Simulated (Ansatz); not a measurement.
# Σ9 (221) boundary in fcc Rh with Bi (substitutional): structure and resistance, part 2 of 2

How much does the Σ9 (221) boundary in fcc Rh with Bi (substitutional) reflect electrons?

Ansatz 0.2.0; Ansatz plane-wave DFT, PBE, PAW files; relaxation of a bicrystal slab with its lowest layers held; PAW set soft_1 (the session's first sound run).

So far. Step 2 (Relaxing the bicrystal): The largest force component on a free atom ends at 0.030 eV/Å, under the tolerance of 0.03, after 14 steps.

**3. Transmission across the boundary**

Bulk layers of each grain are laid under and over the relaxed boundary, and a lead is named in the middle of each, away from the free faces. The mesh across the current, 24×8, is finer than the density's, because channels open and close sharply across the zone. Energies from -0.1 to 0.1 eV in steps of 0.05 eV are too few for the program's thermal sum, so it prints no conductance; for a metal the transmission near the Fermi level serves, at a fraction of the cost.

This step: Ansatz plane-wave DFT, PBE, PAW files; ballistic transport by layer matching (Landauer), zero bias; boundary relaxed in a short slab, bulk layers laid on; PAW set soft_1 (Ansatz 0.2.0).

System of this step: Σ9 (221) boundary in fcc Rh with Bi (substitutional). The cell holds 67 atoms: 66 Rh and 1 Bi. Its edges and angles: a = 2.689 Å, b = 8.068 Å, c = 50.682 Å, α = 90.0°, β = 90.0°, γ = 90.0°. It derives from Rh. Regions: lower grain, 27 atoms (27 Rh); boundary, 18 atoms (17 Rh and 1 Bi); upper grain, 22 atoms (22 Rh). Vacuum lies along c.

File input.yaml:

```yaml
crystal:
  lattice:
    - [2.6891977995, 0.0, 0.0]
    - [0.0, 8.0675933986, 0.0]
    - [0.0, 0.0, 50.6815660323]
  atoms:
    - { symbol: Rh, position: [-18.0000000005, -10.0000000001, 0.0789241595] }
    - { symbol: Rh, position: [-17.5000000005, -9.7222222223, 0.0914306791] }
    - { symbol: Rh, position: [-17.0000000005, -9.4444444445, 0.1039371987] }
    - { symbol: Rh, position: [-16.5000000004, -9.1666666667, 0.1164437183] }
    - { symbol: Rh, position: [-16.0000000004, -8.888888889, 0.128950238] }
    - { symbol: Rh, position: [-15.5000000004, -8.6111111112, 0.1414567576] }
    - { symbol: Rh, position: [-15.0000000004, -8.3333333334, 0.1539632772] }
    - { symbol: Rh, position: [-14.5000000004, -8.0555555556, 0.1664697968] }
    - { symbol: Rh, position: [-14.0000000004, -7.7777777778, 0.1789763164] }
    - { symbol: Rh, position: [-13.5000000003, -7.5, 0.1914828361] }
    - { symbol: Rh, position: [-13.0000000003, -7.2222222223, 0.2039893557] }
    - { symbol: Rh, position: [-12.5000000003, -6.9444444445, 0.2164958753] }
    - { symbol: Rh, position: [-12.0000000003, -6.6666666667, 0.2290023949] }
    - { symbol: Rh, position: [-11.5000000003, -6.3888888889, 0.2415089145] }
    - { symbol: Rh, position: [-11.0000000002, -6.1111111111, 0.2540154342] }
    - { symbol: Rh, position: [-10.5000000002, -5.8333333334, 0.2665219538] }
    - { symbol: Rh, position: [-10.0000000002, -5.5555555556, 0.2790284734] }
    - { symbol: Rh, position: [-9.5000000002, -5.2777777778, 0.291534993] }
    - { symbol: Rh, position: [-9.0000000002, -5.0, 0.3040415127] }
    - { symbol: Rh, position: [-8.5000000001, -4.7222222222, 0.3165480323] }
    - { symbol: Rh, position: [-8.0000000001, -4.4444444445, 0.3290545519] }
    - { symbol: Rh, position: [-7.5000000001, -4.1666666667, 0.3415610715] }
    - { symbol: Rh, position: [-7.0000000001, -3.8888888889, 0.3540675911] }
    - { symbol: Rh, position: [-6.5000000001, -3.6111111111, 0.3665741108] }
    - { symbol: Rh, position: [-6.0000000001, -3.3333333333, 0.3790806304] }
    - { symbol: Rh, position: [-5.5, -3.0555555556, 0.39158715] }
    - { symbol: Rh, position: [-5.0, -2.7777777778, 0.4040936696] }
    - { symbol: Rh, position: [0.5, 0.5, 0.4166001892] }
    - { symbol: Rh, position: [1.0, 0.7775444823, 0.4290968539] }
    - { symbol: Rh, position: [0.5, 0.0594660679, 0.4412205098] }
    - { symbol: Rh, position: [1.0, 0.3381197262, 0.4542787994] }
    - { symbol: Rh, position: [0.5, 0.6099872471, 0.4673204037] }
    - { symbol: Rh, position: [1.0, 0.8887661305, 0.4785069667] }
    - { symbol: Rh, position: [0.5, 0.1740698632, 0.491220977] }
    - { symbol: Rh, position: [1.0, 0.4422110483, 0.5080516524] }
    - { symbol: Rh, position: [0.5, 0.7224594265, 0.5169884389] }
    - { symbol: Bi, position: [0.0, 0.0216554377, 0.5332424482] }
    - { symbol: Rh, position: [1.0, 0.6105823829, 0.5575609555] }
    - { symbol: Rh, position: [0.5, 0.3368030008, 0.5688354251] }
    - { symbol: Rh, position: [1.0, 1.0648151468, 0.5850504826] }
    - { symbol: Rh, position: [0.5, 0.78207753, 0.5944499109] }
    - { symbol: Rh, position: [1.0, 0.5032555872, 0.607565112] }
    - { symbol: Rh, position: [0.5, 0.2296059293, 0.621510869] }
    - { symbol: Rh, position: [1.0, 0.9474009788, 0.6333203239] }
    - { symbol: Rh, position: [0.5, 0.6701165457, 0.6459324089] }
    - { symbol: Rh, position: [-5.0, -2.6076612321, 0.6584389285] }
    - { symbol: Rh, position: [-5.5, -2.8854390099, 0.6709454481] }
    - { symbol: Rh, position: [-6.0000000001, -3.1632167877, 0.6834519677] }
    - { symbol: Rh, position: [-6.5000000001, -3.4409945655, 0.6959584873] }
    - { symbol: Rh, position: [-7.0000000001, -3.7187723432, 0.708465007] }
    - { symbol: Rh, position: [-7.5000000001, -3.996550121, 0.7209715266] }
    - { symbol: Rh, position: [-8.0000000001, -4.2743278988, 0.7334780462] }
    - { symbol: Rh, position: [-8.5000000001, -4.5521056766, 0.7459845658] }
    - { symbol: Rh, position: [-9.0000000002, -4.8298834544, 0.7584910855] }
    - { symbol: Rh, position: [-9.5000000002, -5.1076612321, 0.7709976051] }
    - { symbol: Rh, position: [-10.0000000002, -5.3854390099, 0.7835041247] }
    - { symbol: Rh, position: [-10.5000000002, -5.6632167877, 0.7960106443] }
    - { symbol: Rh, position: [-11.0000000002, -5.9409945655, 0.8085171639] }
    - { symbol: Rh, position: [-11.5000000003, -6.2187723433, 0.8210236836] }
    - { symbol: Rh, position: [-12.0000000003, -6.496550121, 0.8335302032] }
    - { symbol: Rh, position: [-12.5000000003, -6.7743278988, 0.8460367228] }
    - { symbol: Rh, position: [-13.0000000003, -7.0521056766, 0.8585432424] }
    - { symbol: Rh, position: [-13.5000000003, -7.3298834544, 0.871049762] }
    - { symbol: Rh, position: [-14.0000000004, -7.6076612322, 0.8835562817] }
    - { symbol: Rh, position: [-14.5000000004, -7.8854390099, 0.8960628013] }
    - { symbol: Rh, position: [-15.0000000004, -8.1632167877, 0.9085693209] }
    - { symbol: Rh, position: [-15.5000000004, -8.4409945655, 0.9210758405] }
kpoints:
  mp_grid: { grid: [9, 3, 1] }
hamiltonian:
  xc: pbe
  pseudopotentials: { kind: paw, azcp: { folder: soft_1 } }
scf:
  occupations: { method: fermi_dirac, width: 0.1 }
output:
  transmission:
    leads: [[14, 15], [54, 55]]
    kmesh: [24, 8]
    e_range: [-0.1, 0.1]
    de: 0.05
  write_potential: true
  write_density: true
  volumetric_format: npy
  elf: true
```

Command:

```console
$ ansatz run input.yaml --threads 4 --pin off --max-ram 15360MiB --backend cpu --events-out ev --progress --plain --runs-dir out
```

Numbers of over 12 decimals in the logs are rounded to 6 here.

The log of the run:

```text
[...]
Crystal: 67 atoms, lattice volume = 1099.555 Å³
Basis set: ecut = 420 eV, 21651 PW (Γ)
Bands: 683, of which v1, the nominal top of the filled ones, is band 569 counted from 1 (568 counted from 0)
Symmetry: 2 space group operations
[...]
k-points: 10 of 27 (time reversal used)
[...]
SCF iter   1: F=—  HF=-435015.543149 eV  |F-HF|=—  |Δ(HF+E_count)|=         —  Δρ=9.73e-2  dr2=1.55e2  ethr=3.10e-3  ⟨swp⟩=5.9  Hψ=22218  notcnv=0  defer=306
[...]
SCF iter  12: F=-434985.348951 eV  HF=-434985.348951 eV  |F-HF|=8.04e-8  |Δ(HF+E_count)|=   2.89e-8  Δρ=1.71e-6  dr2=9.38e-8  ethr=8.80e-12  ⟨swp⟩=13.3  Hψ=22650  notcnv=0
SCF 1 converged in 12 iterations: F = -434985.348951 eV  dr2 = 9.38e-8
[...]
transmission: 484 of 4810 steps passed
transmission: 968 of 4810 steps passed
[...]
transmission: 4810 of 4810 steps passed
WARN: The output density's exchange-correlation potential varies sharply where the density is thin. Do not read a vacuum level from v_tot or v_xc, or from such a field of the output density. On a cell that repeats whose density bears no net charge and no dipole along the vacuum's axis use v_es (v_loc + v_h of the components); under efield.dipole_correction with no amplitude use v_es + v_field, which holds any externa [...]
SCF converged after 12 iterations
Free energy (F): -434985.348951 eV
[...]
Internal energy: -434982.222867 eV  (E = F + TS)
E sigma→0 (E₀):  -434983.785909 eV
Entropy (-TS):   -3.126083 eV (-46.658 meV/atom)
Fermi energy:    18.086793 eV
[...]
--- Band table (eV; the first three rows and the last of 10) ---
  k-point 0: bands = [... 565 lower, 17.8013, 17.8195, 17.8294, 17.8337, 17.8370, 17.8502, 17.8514, 17.8544, ... 110 higher]
  k-point 1: bands = [... 565 lower, 17.7400, 17.7402, 17.7730, 17.8115, 17.8172, 17.8536, 17.8749, 17.9087, ... 110 higher]
  k-point 2: bands = [... 565 lower, 17.7366, 17.8115, 17.8166, 17.8308, 17.8571, 17.8792, 17.8944, 17.9198, ... 110 higher]
  k-point 9: bands = [... 565 lower, 18.5906, 18.5999, 18.6027, 18.6080, 18.6114, 18.6239, 18.6406, 18.6446, ... 110 higher]
--- Transmission ---
  basis      : 199 plane waves across, 74 finite elements along
  points     : 65, standing for a mesh of 24 x 8
  energies   : 5 from -0.100000 to 0.100000 eV about the Fermi level, 0.050000 eV apart; the leads are filled to 0.000000 eV, and channels, transmission and decay are at 0.000000 eV
  crystal 0  : Rh4, at the sites [14, 15], period 2.5354 Å, over 18.38 Å; its Hamiltonian steps by up to 11.4 meV
    offset         : up to 0.0000 Å between an atom of the period and one for which it stands
    channels       : 6.291667e0 a spin
    conductance    : none, the energies end too early or step too widely for 300 K: set another output.transmission.e_range or a lower de, or, where they end at an eighth of basis.ecutwfc, a higher one
[...]
channels       : 6.218750e0 a spin
[...]
junction   : crystal 0 to crystal 1, 13.19 to 39.39 Å
    transmission   : 2.690696e0 a spin
[...]
```

The job ended after 26 min (4 threads of Arm Neoverse V1, shared host; peak memory 11 GiB; 1.7 h of CPU time).

This step gave:

* free energy: -434985.3490 eV
* energy at zero smearing: -434983.7859 eV
* Fermi energy: 18.09 eV
* cell area: 21.70 Å²
* transmission per spin nearest the Fermi level: 2.691
* open channels per spin nearest the Fermi level: 6.292
* open channels per spin, upper lead: 6.219
* step of the lead's potential: 11.4 meV
* step of the upper lead's potential: 30.8 meV

Per spin. Transmission, zone mean against energy, zero at the Fermi level:

```csv
energy (eV),"transmission, zone mean"
-0.1000,2.62
-0.0500,2.66
0.0000,2.69
0.0500,2.72
0.1000,2.79
```

Per spin. Table of open channels, zone mean by energy, zero at the Fermi level:

```csv
energy (eV),lead,upper lead
-0.1000,6.04,6.05
-0.0500,6.17,6.24
0.0000,6.29,6.22
0.0500,6.30,6.24
0.1000,6.5,6.60
```

Transmission over k1 and k2. At 0.0000 eV from the Fermi level.

Values, 8 rows by 16 columns, each cell a mean:
```
2.37 2.25 2.98 2.64 2.66 2.95 2.55 2.74 3.28 2.78 2.62 2.86 2.55 2.84 2.71 2.28
2.04 1.63 2.01 2.19 2.54 3.02 3.47 3.23 2.98 3.22 3.43 2.94 2.37 2.05 1.87 1.78
2.64 1.56 2.33 2.44 2.58 3.22 3.28 3.46 3.56 3.37 3.27 3.18 2.42 2.21 2.09 1.86
1.95 1.54 2.39 2.67 3.15 2.31 3.27 3.55 3.49 3.60 2.67 2.79 3.01 2.51 2.06 1.70
2.64 1.56 2.33 2.44 2.58 3.22 3.28 3.46 3.56 3.37 3.27 3.18 2.42 2.21 2.09 1.86
2.04 1.63 2.01 2.19 2.54 3.02 3.47 3.23 2.98 3.22 3.43 2.94 2.37 2.05 1.87 1.78
2.37 2.25 2.98 2.64 2.66 2.95 2.55 2.74 3.28 2.78 2.62 2.86 2.55 2.84 2.71 2.28
2.30 2.11 3.12 2.93 3.30 3.13 3.12 2.84 3.91 3.00 3.13 3.10 3.22 3.04 2.78 2.11
```
Columns: k1 (b1) from -0.5 to 0.458; rows upwards: k2 (b2) from -0.5 to 0.375.

Open channels over k1 and k2. At 0.0000 eV from the Fermi level.

Ten even steps from '0' (4.0) to '9' (10.0):
```
335663333165856133336653
330501133555555533110503
310313133556665533131301
000333330566666503333300
310313133556665533131301
330501133555555533110503
335663333165856133336653
633966633336963333666933
```
Columns: k1 (b1) from -0.5 to 0.458; rows upwards: k2 (b2) from -0.5 to 0.375.

Valence density in the cb plane at fractional x = 0.000, with atoms of Rh and Bi within 0.2 Å of it. It is the smooth field of the valence electrons, not physical close to the nuclei.

Ten even steps from '0' (0 e/Å³) to '9' (14 e/Å³), each cell a mean:
```
00000000000000133100002321000011000169720000
00000000000000377300000100000000000158620001
00000000110000488300000000000000000023200014
00000002552000244200000000000000000000000016
00000004894000011000000000000000000000000013
13310003673000000000000000000000000000000000
37840000221000000000000001221000000000000000
38840000000000000000000003773000000000000000
14420000000000000000000004894000011000000000
00000000000000000000000002552000255200000000
00000000000000000013420000110000498400000000
00000000000000000037840000000000377300013310
00000000000122000037840000000000122100037840
00000000001575100013420000000000000000038841
00000100001697200000000000000000000000014420
00003531000354100000000000000000000000000000
00016972000011000000000000000000000000000000
00015862000000000000000000000000000000000000
10002320000000000000000000000122100000000000
20000000000000000000001210000476200000000000
10000000000000000000013431001598300001000000
00000000000000000000014542000355200024310000
```
Columns run along c (16.0 Å, from fractional 0.37 to 0.68 of the cell), rows up along b (8.1 Å). Atoms in or near the plane, at fractional coordinates: Rh at (0.38, 0.67), Rh at (0.40, 0.22), Rh at (0.43, 0.78), Rh at (0.45, 0.34), Rh at (0.48, 0.89), Rh at (0.51, 0.44), Bi at (0.53, 0.02), Rh at (0.56, 0.61), Rh at (0.59, 0.06), Rh at (0.61, 0.50), Rh at (0.63, 0.95), Rh at (0.66, 0.39).

ELF in the cb plane at fractional x = 0.000, with atoms of Rh and Bi within 0.2 Å of it. It is the smooth field of the valence electrons, not physical close to the nuclei.

Ten even steps from '0' (0.12) to '9' (0.75), each cell a mean:
```
11222111112221476411232014431354212589951211
11122211111212799731233344311111121489852124
01122213552123799731233332100122221267631248
11122226886222578521222220000112221123212148
13311127998311234212222210001122221111122137
47742226897212111112222211221122211001222114
79973213564122221111222213664122211011222111
79973121121122211011222126997212111111221111
47852122111112211111122137997311245312221101
13321222110112221123311126886222688621221111
21111122211112221157752112442113799731112321
21111122211222121279983111222212699631146751
21111122212565211279983011122211466311279973
22111112214898511147862001122111122111279983
22113421125999611112321001122111011222158852
22137873123787412221100000122211011222123321
12148995221344212222110000122211111222111112
21248985122111112222222221121122112221101122
52225763122211111222233443211466412221101122
51211321122211111222333234423799611211111222
41221111112211111222330003423899721124311222
21222110112221122112330002433688522368731222
```
Columns run along c (16.0 Å, from fractional 0.37 to 0.68 of the cell), rows up along b (8.1 Å). Atoms in or near the plane, at fractional coordinates: Rh at (0.38, 0.67), Rh at (0.40, 0.22), Rh at (0.43, 0.78), Rh at (0.45, 0.34), Rh at (0.48, 0.89), Rh at (0.51, 0.44), Bi at (0.53, 0.02), Rh at (0.56, 0.61), Rh at (0.59, 0.06), Rh at (0.61, 0.50), Rh at (0.63, 0.95), Rh at (0.66, 0.39).

Electrostatic potential energy in the cb plane at fractional x = 0.000, with atoms of Rh and Bi within 0.2 Å of it. With pseudopotentials it is smooth inside the atoms' cores, unlike the true potential.

Values in eV, 12 rows by 16 columns, each cell a mean:
```
 19  17  20  18  16 -33 -11   8 -25   3  13   5   8 -53 -13   9
 20  19   5 -18  12 -45 -20  18  12  18  21  19  16 -19   5 -18
  1  11 -15 -52   9   0  10  18  19  19  20  18  19  18  18  -9
-46 -16   3 -21  16  19  20  18  17 -14   0  19  20  20  18  17
-37  -9  18  18  19  18  20  18  15 -47 -24  13  -2  17  18  21
 12  17  18  20  19  19   7 -17  15 -17  -2  -8 -51   8  13  15
 19  21  18  16  -4  14 -13 -52  10  18  18  -1 -39  10 -27 -21
 18  15  14   5 -53  -4   4 -22  17  20  18  18  12  17 -36 -29
 18 -21 -24   9 -38   3  18  17  21  20  18  21  19  18   5   7
 11 -32 -35  17  12  18  17  19  16  19  15  10  18  18  20  19
  0   5   4  18  19  20  18  11 -18   6 -13 -38  15  17  19  17
 11  19  20  18  18  14  16   1 -40  -9 -17 -44  10 -21   5  19
```
Columns run along c (16.0 Å, from fractional 0.37 to 0.68 of the cell; values clipped at the 3rd and 97th percentile), rows up along b (8.1 Å). Atoms in or near the plane, at fractional coordinates: Rh at (0.38, 0.67), Rh at (0.40, 0.22), Rh at (0.43, 0.78), Rh at (0.45, 0.34), Rh at (0.48, 0.89), Rh at (0.51, 0.44), Bi at (0.53, 0.02), Rh at (0.56, 0.61), Rh at (0.59, 0.06), Rh at (0.61, 0.50), Rh at (0.63, 0.95), Rh at (0.66, 0.39).

Over the solved energies the transmission per spin lies between 2.62 and 2.79, out of 6.26 channels of the lead on average (up to 6.5). The log calls the step of a lead's potential too much.

**4. Specific resistance**

This step: Ansatz plane-wave DFT, PBE, PAW files; ballistic transport by layer matching (Landauer), zero bias; specific resistance of the boundary; PAW set soft_1 (Ansatz 0.2.0).

This step gave:

| Property | Result |
| --- | --- |
| area resistance | 0.5915 fΩ m² |
| T over the leads' mean channel count | 0.4303 |

Averaged over the energies near the Fermi level, 43.0 % of the channels pass, which makes 0.591 fΩ m².

By hand, with T and the leads' channels N averaged over the energies near the Fermi level: RA = A (h/2e²)(1/T − ½[1/N₁ + 1/N₂]) = 21.70×10⁻²⁰ m² × 12 906 Ω × (1/2.697 − ½[1/6.261 + 1/6.272]) = 0.591 fΩ m².

**5. What came out**

```
specific resistance of the boundary : 0.591 fΩ m²
share of channels that pass         : 0.430
```

What this shows: The boundary has a specific resistance of 0.59 fΩ m². The boundary reflects 57 % of the channels; 0.59 fΩ m² is 5.9×10⁻¹² Ω·cm². One Bi in 21.7 Å² of boundary is a high coverage. In the relaxation the upper grain slid sideways by about 1.4 Å, so the result belongs to the position that it found, not to the starting one. Each plane of this narrow cell holds one atom, so the solute fills a whole plane. One starting structure was relaxed; another shift or atom count at the boundary may lie lower. Spin-orbit coupling is left out, which matters for Bi. A lead's potential steps by up to 31 meV from period to period, which the log calls too much, so longer leads could move the result.

[Logs are printed without paths, hosts, clocks, repeated set-up lines and the standing remarks that a program may print on its own settings, such as how far it seeks lower states.]

[Hosts, paths, dates, database ids (printed as entryN), source tags and the programs' standing remarks are cut or masked in the printed files.]
